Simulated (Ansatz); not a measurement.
Crystal: SiNi.

```
Ni Si
1.0
     2.94277    0.00000    0.00000
     0.00000    3.28033    0.00000
     0.00000    0.00000    4.67745
Ni Si
2 2
Direct
  0.50000 0.50000 0.34250
  0.00000 0.00000 0.65750
  0.50000 0.50000 0.84314
  0.00000 0.00000 0.15686
```

The cell is a database's computed one.

| Property | Result |
| --- | --- |
| Program | Ansatz 0.2.0 |
| Task | relaxation of cell and atoms |
| Functional | PBE |
| Potentials or basis | Ansatz PAW |
| Cutoff | 420 eV (not typed: the program's choice for these potentials) |
| k mesh | 9 × 8 × 6 |
| Occupations | fermi-dirac, width 0.05 eV |
| Spin | collinear spin, ferromagnetic start |
| Starting moments | [1.0, 1.0, 0.0, 0.0] μB |
| Hubbard terms | Ni d U = 3 eV |

At the start: volume 11.29 Å³/atom.

Problem. How do energy, volume and symmetry change on relaxing?

Solution. It ends after 7 steps and the volume is 11.66 Å³/atom (+3.3 %); space group Pmmn (No. 59, to 0.05 Å); moment 0.00 μB per cell.

The path:
| step | energy change (eV) | largest force (eV/Å) | volume (Å³) |
| --- | --- | --- | --- |
| 1 | 0.0000 | 0.0767 | 45.15 |
| 2 | -0.0212 | 0.0622 | 45.97 |
| 3 | -0.0265 | 0.0200 | 46.59 |
| 4 | -0.0266 | 0.0087 | 46.63 |
| 5 | -0.0266 | 0.0006 | 46.63 |
| 6 | -0.0271 | 0.0005 | 46.63 |
| 7 | -0.0271 | 0.0005 | 46.63 |

Final structure:
```
CELL_PARAMETERS angstrom
2.97956 0.00000 0.00000
0.00000 3.32468 0.00000
0.00000 0.00000 4.70725
ATOMIC_POSITIONS crystal
Ni 0.50000 0.50000 0.34237
Ni 0.00000 0.00000 0.65763
Si 0.50000 0.50000 0.84203
Si 0.00000 0.00000 0.15797
```

Caveat: the magnetic or orbital state may not be the lowest; the plane-wave basis is chosen anew once the cell has moved, so the energies of steps on either side of that aren't comparable; the U is typed as a test and isn't derived for this compound; the starting moments weren't kept.
